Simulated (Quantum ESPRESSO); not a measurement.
# CdO (Monteponite) (Fm-3m) in Quantum ESPRESSO: convergence with density cutoff

Aim: find how far density cutoff must go before the results for CdO (Monteponite) settle, at PBEsol. This setting moves, with any that are tied to it; all else stays.

All numbers are computed with Quantum ESPRESSO 7.5; they aren't measurements. Logs are shortened: lines on timing, memory, paths and dates and some standing lists are left out, and cuts for length are marked.

**1. The structure**

The structure is cubic, space group Fm-3m (No. 225). The conventional cell has a = 4.699 Å, b = 4.699 Å, c = 4.699 Å, α = 90.00°, β = 90.00°, γ = 90.00°. Cd (site symmetry m-3m) has 6 O at 2.35 Å as nearest neighbours. O (site symmetry m-3m) is surrounded by 6 Cd at 2.35 Å.

**2. With density cutoff 180 Ry**

The input, pw.in:

```
&CONTROL
  calculation = 'scf'
  prefix = 'pwscf'
  outdir = './tmp'
  pseudo_dir = './pseudo'
  tprnfor = .true.
  tstress = .true.
  disk_io = 'nowf'
/
&SYSTEM
  ibrav = 0
  nat = 2
  ntyp = 2
  ecutwfc = 45
  ecutrho = 180
  nbnd = 15
  occupations = 'smearing'
  smearing = 'fd'
  degauss = 0.00999582
/
&ELECTRONS
  conv_thr = 4d-10
  electron_maxstep = 120
  mixing_beta = 0.5
/
ATOMIC_SPECIES
Cd   112.4140 cd_pbesol_v1.uspp.F.UPF
O     15.9990 o_pbesol_v1.2.uspp.F.UPF
CELL_PARAMETERS angstrom
   0.0000000000    2.3495000000    2.3495000000
   2.3495000000    0.0000000000    2.3495000000
   2.3495000000    2.3495000000    0.0000000000
ATOMIC_POSITIONS crystal
Cd     0.0000000000    0.0000000000    0.0000000000
O      0.5000000000    0.5000000000    0.5000000000
K_POINTS automatic
10 10 10 0 0 0
```

Potentials or basis: GBRV 1.5 PBEsol.

Launch:

```console
OMP_NUM_THREADS=1 pw.x -in pw.in > pw.out
```

Wall time 9.8 s (1 thread of Arm Neoverse V1, shared host); peak memory 0.06 GiB.

What came out:

```
Free energy            : -1996.2337 eV
Pressure               : 0.4 GPa
Band gap on the k mesh : none (metal or under the smearing width)
```

**3. With density cutoff 225 Ry**

Edit pw.in of step 2 so:

```diff
@@ -14,3 +14,3 @@
   ecutwfc = 45
-  ecutrho = 180
+  ecutrho = 225
   nbnd = 15
```

Potentials or basis: GBRV 1.5 PBEsol.

Launch:

```console
OMP_NUM_THREADS=1 pw.x -in pw.in > pw.out
```

Run time: 10 s. Hardware: 1 thread of Arm Neoverse V1, shared host; peak memory 0.07 GiB.

Results:

| Item | Value |
| --- | --- |
| Free energy | -1996.2338 eV |
| Pressure | 0.4 GPa |
| Band gap on the k mesh | none (metal or under the smearing width) |

**4. With density cutoff 270 Ry**

Edit pw.in of step 3 so:

```diff
@@ -14,3 +14,3 @@
   ecutwfc = 45
-  ecutrho = 225
+  ecutrho = 270
   nbnd = 15
```

Launch:

```console
OMP_NUM_THREADS=1 pw.x -in pw.in > pw.out
```

Wall time 11 s (1 thread of Arm Neoverse V1, shared host); peak memory 0.1 GiB.

Results:

```yaml
Free_energy: -1996.2338 eV
Pressure: 0.4 GPa
Band_gap_on_the_k_mesh: none (metal or under the smearing width)
```

**5. With density cutoff 315 Ry**

Edit pw.in of step 4 so:

```diff
@@ -14,3 +14,3 @@
   ecutwfc = 45
-  ecutrho = 270
+  ecutrho = 315
   nbnd = 15
```

Launch:

```console
OMP_NUM_THREADS=1 pw.x -in pw.in > pw.out
```

It took 11 s on 1 thread of Arm Neoverse V1, shared host; peak memory 0.11 GiB.

What came out:

| Property | Result |
| --- | --- |
| Free energy | -1996.2339 eV |
| Pressure | 0.4 GPa |
| Band gap on the k mesh | none (metal or under the smearing width) |

**6. With density cutoff 360 Ry**

Edit pw.in of step 5 so:

```diff
@@ -14,3 +14,3 @@
   ecutwfc = 45
-  ecutrho = 315
+  ecutrho = 360
   nbnd = 15
```

Potentials or basis: GBRV 1.5 PBEsol.

Launch:

```console
OMP_NUM_THREADS=1 pw.x -in pw.in > pw.out
```

Run time: 12 s. Hardware: 1 thread of Arm Neoverse V1, shared host; peak memory 0.13 GiB.

Results (log left out):

```yaml
Free_energy: -1996.2339 eV
Pressure: 0.4 GPa
Band_gap_on_the_k_mesh: none (metal or under the smearing width)
```

**7. With density cutoff 450 Ry**

Edit pw.in of step 6 so:

```diff
@@ -14,3 +14,3 @@
   ecutwfc = 45
-  ecutrho = 360
+  ecutrho = 450
   nbnd = 15
```

Launch:

```console
OMP_NUM_THREADS=1 pw.x -in pw.in > pw.out
```

It took 13 s on 1 thread of Arm Neoverse V1, shared host; peak memory 0.13 GiB.

The run converged. Its results:

* Free energy: -1996.2339 eV
* Pressure: 0.4 GPa
* Band gap on the k mesh: none (metal or under the smearing width)

**8. With density cutoff 540 Ry**

Edit pw.in of step 7 so:

```diff
@@ -14,3 +14,3 @@
   ecutwfc = 45
-  ecutrho = 450
+  ecutrho = 540
   nbnd = 15
```

Launch:

```console
OMP_NUM_THREADS=1 pw.x -in pw.in > pw.out
```

Run time: 14 s. Hardware: 1 thread of Arm Neoverse V1, shared host; peak memory 0.17 GiB.

The run converged. Its results:

- Free energy: -1996.2339 eV
- Pressure: 0.4 GPa
- Band gap on the k mesh: none (metal or under the smearing width)

**9. With density cutoff 720 Ry**

Edit pw.in of step 8 so:

```diff
@@ -14,3 +14,3 @@
   ecutwfc = 45
-  ecutrho = 540
+  ecutrho = 720
   nbnd = 15
```

Potentials or basis: GBRV 1.5 PBEsol.

Launch:

```console
OMP_NUM_THREADS=1 pw.x -in pw.in > pw.out
```

pw.out:

```text
This program is part of the open-source Quantum ESPRESSO suite
     for quantum simulation of materials; please cite
[... 9 lines left out ...]
     --------------------
     sticks:   dense  smooth     PW     G-vecs:    dense   smooth      PW
     Sum        1945     499    163                57001     7119    1363

     Using Slab Decomposition

     bravais-lattice index     =            0
     lattice parameter (alat)  =       6.2790  a.u.
     unit-cell volume          =     175.0463 (a.u.)^3
     number of atoms/cell      =            2
     number of atomic types    =            2
     number of electrons       =        18.00
     number of Kohn-Sham states=           15
     kinetic-energy cutoff     =      45.0000  Ry
     charge density cutoff     =     720.0000  Ry
     scf convergence threshold =      4.0E-10
     mixing beta               =       0.5000
     number of iterations used =            8  plain     mixing
     Exchange-correlation= SLA  PW   PSX  PSC
                           (   1   4  10   8   0   0   0)

     celldm(1)=   6.278983  celldm(2)=   0.000000  celldm(3)=   0.000000
     celldm(4)=   0.000000  celldm(5)=   0.000000  celldm(6)=   0.000000

     crystal axes: (cart. coord. in units of alat)
               a(1) = (   0.000000   0.707107   0.707107 )
               a(2) = (   0.707107   0.000000   0.707107 )
               a(3) = (   0.707107   0.707107   0.000000 )

     reciprocal axes: (cart. coord. in units 2 pi/alat)
               b(1) = ( -0.707107  0.707107  0.707107 )
               b(2) = (  0.707107 -0.707107  0.707107 )
               b(3) = (  0.707107  0.707107 -0.707107 )

     PseudoPot. # 1 for Cd read from file:
     cd_pbesol_v1.uspp.F.UPF
     Pseudo is Ultrasoft + core correction, Zval = 12.0
     Generated by new atomic code, or converted to UPF format
     Using radial grid of  889 points,  6 beta functions with:
                l(1) =   0
                l(2) =   0
                l(3) =   1
                l(4) =   1
                l(5) =   2
                l(6) =   2
     Q(r) pseudized with  6 coefficients,  rinner =    1.000   1.000   1.000
                                                       1.000   1.000

     PseudoPot. # 2 for O  read from file:
     o_pbesol_v1.2.uspp.F.UPF
     Pseudo is Ultrasoft + core correction, Zval =  6.0
     Generated by new atomic code, or converted to UPF format
     Using radial grid of  737 points,  5 beta functions with:
                l(1) =   0
                l(2) =   0
                l(3) =   1
                l(4) =   1
                l(5) =   2
     Q(r) pseudized with  8 coefficients,  rinner =    0.900   0.900   0.900
                                                       0.900   0.900

     atomic species   valence    mass     pseudopotential
     Cd               12.00   112.41400     Cd( 1.00)
     O                 6.00    15.99900     O ( 1.00)

     48 Sym. Ops., with inversion, found

   Cartesian axes

     site n.     atom                  positions (alat units)
         1        Cd     tau(   1) = (   0.0000000   0.0000000   0.0000000  )
         2        O      tau(   2) = (   0.7071068   0.7071068   0.7071068  )

     number of k points=    47  Fermi-Dirac smearing, width (Ry)=  0.0100
                       cart. coord. in units 2pi/alat
        k(    1) = (   0.0000000   0.0000000   0.0000000), wk =   0.0020000
        k(    2) = (   0.0707107   0.0707107  -0.0707107), wk =   0.0160000
        k(    3) = (   0.1414214   0.1414214  -0.1414214), wk =   0.0160000
        k(    4) = (   0.2121320   0.2121320  -0.2121320), wk =   0.0160000
        k(    5) = (   0.2828427   0.2828427  -0.2828427), wk =   0.0160000
        k(    6) = (  -0.3535534  -0.3535534   0.3535534), wk =   0.0080000
[... 39 lines left out ...]
        k(   46) = (  -0.0707107  -0.3535534   0.6363961), wk =   0.0480000
        k(   47) = (  -0.7071068   0.2828427   0.0000000), wk =   0.0240000

     Dense  grid:    57001 G-vectors     FFT dimensions: (  54,  54,  54)

     Smooth grid:     7119 G-vectors     FFT dimensions: (  27,  27,  27)

     Initial potential from superposition of free atoms

     starting charge      17.5000, renormalised to      18.0000

     negative rho (up, down):  2.164E-02 0.000E+00
     Starting wfcs are   13 randomized atomic wfcs +    2 random wfcs

     Self-consistent Calculation

     iteration #  1     ecut=    45.00 Ry     beta= 0.50
     Davidson diagonalization with overlap
     ethr =  1.00E-02,  avg # of iterations =  4.6

     negative rho (up, down):  2.110E-02 0.000E+00

     total energy              =    -146.64040360 Ry
     estimated scf accuracy    <       0.20792963 Ry

     iteration #  2     ecut=    45.00 Ry     beta= 0.50
     Davidson diagonalization with overlap
     ethr =  1.16E-03,  avg # of iterations =  2.0

     negative rho (up, down):  2.139E-02 0.000E+00

     total energy              =    -146.69912641 Ry
     estimated scf accuracy    <       0.12339968 Ry
[... 37 lines left out ...]
     iteration #  7     ecut=    45.00 Ry     beta= 0.50
     Davidson diagonalization with overlap
     ethr =  1.69E-10,  avg # of iterations =  4.1

     negative rho (up, down):  2.166E-02 0.000E+00

     total energy              =    -146.72048204 Ry
     estimated scf accuracy    <          4.0E-10 Ry

     iteration #  8     ecut=    45.00 Ry     beta= 0.50
     Davidson diagonalization with overlap
     ethr =  2.25E-12,  avg # of iterations =  4.6

     negative rho (up, down):  2.166E-02 0.000E+00

     End of self-consistent calculation

          k = 0.0000 0.0000 0.0000 (   893 PWs)   bands (ev):

    -7.2493   3.4164   3.4164   3.4164   3.7232   3.7232   8.6457   8.6457
     8.6457   9.5295  24.4734  27.0795  27.0795  28.0888  28.0888

          k = 0.0707 0.0707-0.0707 (   908 PWs)   bands (ev):

    -7.1787   3.3727   3.4323   3.4323   3.6526   3.6526   7.7515   8.7944
     8.7944  10.5712  23.4464  26.1594  26.1594  26.1925  28.4420

          k = 0.1414 0.1414-0.1414 (   914 PWs)   bands (ev):

    -6.9874   3.2058   3.3054   3.3054   3.6609   3.6609   6.8418   9.1661
     9.1661  11.9439  21.2222  24.5798  24.5798  26.2414  29.0786

          k = 0.2121 0.2121-0.2121 (   893 PWs)   bands (ev):

    -6.7360   2.8840   3.0566   3.0566   3.8023   3.8023   6.3603   9.6029
     9.6029  13.1661  19.1699  23.1319  23.1319  26.6926  29.9966
[... 118 lines left out ...]
    -6.5926   2.9861   3.7414   3.9703   4.0131   4.0131   6.2914   7.8361
     7.8361  14.1035  18.5100  21.3992  23.2271  23.2271  33.3691

          k =-0.0707-0.6364 0.6364 (   898 PWs)   bands (ev):

    -6.5478   2.9698   3.8446   3.9054   4.0998   4.2164   6.0008   7.6191
     7.9302  14.1965  18.4444  20.5843  23.1405  23.8799  33.4337

          k = 0.0000-0.5657 0.5657 (   894 PWs)   bands (ev):

    -6.4971   2.9754   3.5722   3.7081   4.0663   4.2099   6.3148   7.2658
     8.4401  14.8952  18.5030  19.2523  22.9466  24.9842  32.1656

          k =-0.7071 0.0000 0.0000 (   894 PWs)   bands (ev):

    -6.5590   2.9421   3.9969   4.1267   4.1267   4.4449   5.6141   7.6641
     7.6641  13.8237  18.4482  21.2627  23.2273  23.2273  33.1800

          k = 0.2828 0.1414 0.0000 (   891 PWs)   bands (ev):

    -6.8629   3.0387   3.2305   3.3607   3.5997   3.8688   6.8996   8.4379
     9.2809  13.0575  21.3175  21.3983  24.1106  25.8498  29.9721

          k = 0.3536 0.2121-0.0707 (   888 PWs)   bands (ev):

    -6.6688   2.8723   3.0939   3.2092   3.7233   3.9760   6.5742   8.4728
     9.6070  14.1358  19.2230  20.7434  23.1242  26.8283  30.5293

          k =-0.2828-0.4243 0.5657 (   887 PWs)   bands (ev):

    -6.5053   2.7315   2.9664   3.1013   3.8604   4.0153   6.3673   8.7326
     9.6970  15.1149  17.6432  20.3624  22.3572  27.9434  30.3758

          k =-0.2121-0.3536 0.4950 (   892 PWs)   bands (ev):

    -6.4411   2.6616   2.9855   3.0028   3.9601   3.9824   6.3097   8.8975
     9.6619  15.7042  16.8670  20.2391  22.0760  28.7916  29.4971
[... 28 lines left out ...]
    -6.5523   3.0218   3.5296   3.6369   4.0163   4.1232   6.3707   7.7514
     8.2263  14.6080  18.4291  20.3267  22.6373  24.7782  32.6634

          k =-0.0707-0.4950 0.6364 (   895 PWs)   bands (ev):

    -6.4921   3.0272   3.4222   3.5614   4.0800   4.2102   6.4216   7.4572
     8.3556  15.1870  18.3829  19.4120  22.1109  25.8854  31.3319

          k = 0.0000-0.4243 0.5657 (   897 PWs)   bands (ev):

    -6.4571   2.9728   3.2628   3.3954   4.0344   4.1528   6.9266   7.0036
     8.8539  16.0028  18.0397  18.6823  22.0249  27.0983  29.9273

          k =-0.7071 0.1414 0.0000 (   904 PWs)   bands (ev):

    -6.5252   2.9861   3.7186   3.8501   4.1268   4.3699   6.0014   7.5728
     7.8771  14.4228  18.4746  20.2474  22.4657  24.7165  32.8086

          k =-0.1414-0.4243 0.7071 (   896 PWs)   bands (ev):

    -6.4787   3.1198   3.1490   3.3081   4.0237   4.1606   6.6824   7.4557
     8.7356  15.7862  18.0800  19.2378  21.6938  27.2633  29.8588

          k =-0.0707-0.3536 0.6364 (   900 PWs)   bands (ev):

    -6.4568   3.0747   3.2493   3.2928   4.0779   4.2146   6.7601   7.2957
     8.5277  16.0995  18.1229  18.9986  21.2563  28.3494  28.6837

          k =-0.7071 0.2828 0.0000 (   890 PWs)   bands (ev):

    -6.4692   3.1383   3.2700   3.4330   4.1270   4.3384   6.6867   7.2562
     8.1218  15.6826  18.6470  19.1873  20.9856  27.1733  29.9130

     the Fermi energy is    10.4775 ev

!    total energy              =    -146.72048206 Ry
     estimated scf accuracy    <          7.9E-11 Ry
     smearing contrib. (-TS)   =      -0.00051870 Ry
     internal energy E=F+TS    =    -146.71996336 Ry

     The total energy is F=E-TS. E is the sum of the following terms:
     one-electron contribution =     -15.22222725 Ry
     hartree contribution      =      25.42378848 Ry
     xc contribution           =     -46.31158314 Ry
     ewald contribution        =    -110.60994146 Ry

     convergence has been achieved in   8 iterations

     negative rho (up, down):  2.166E-02 0.000E+00

     Forces acting on atoms (cartesian axes, Ry/au):

     atom    1 type  1   force =    -0.00000000   -0.00000000    0.00000000
     atom    2 type  2   force =     0.00000000    0.00000000   -0.00000000

     Total force =     0.000000     Total SCF correction =     0.000000

     Computing stress (Cartesian axis) and pressure

     negative rho (up, down):  2.166E-02 0.000E+00
          total   stress  (Ry/bohr**3)                   (kbar)     P=        4.39
   0.00002985  -0.00000000  -0.00000000            4.39       -0.00       -0.00
  -0.00000000   0.00002985  -0.00000000           -0.00        4.39       -0.00
  -0.00000000  -0.00000000   0.00002985           -0.00       -0.00        4.39

=------------------------------------------------------------------------------=
   JOB DONE.
=------------------------------------------------------------------------------=
```

It took 19 s on 1 thread of Arm Neoverse V1, shared host; peak memory 0.24 GiB.

What came out:

```yaml
Free_energy: -1996.2339 eV
Pressure: 0.4 GPa
Band_gap_on_the_k_mesh: none (metal or under the smearing width)
```

**10. Summary**

```csv
density cutoff,"energy less the tightest run, at zero smearing (meV/atom)",SCF cycles,CPU time (s),peak memory (GiB)
180 Ry,0.06,7,9.8,0.06
225 Ry,0.01,7,10,0.07
270 Ry,0.02,7,11,0.1
315 Ry,-0.03,7,11,0.11
360 Ry,-0.01,7,12,0.13
450 Ry,-0.01,7,13,0.13
540 Ry,0.00,7,14,0.17
720 Ry,0.00,8,19,0.24
```

Against the tightest run, the energy stays within 1 meV/atom from 180 Ry on. The tightest run that finished is the yardstick and may itself not be fully converged.
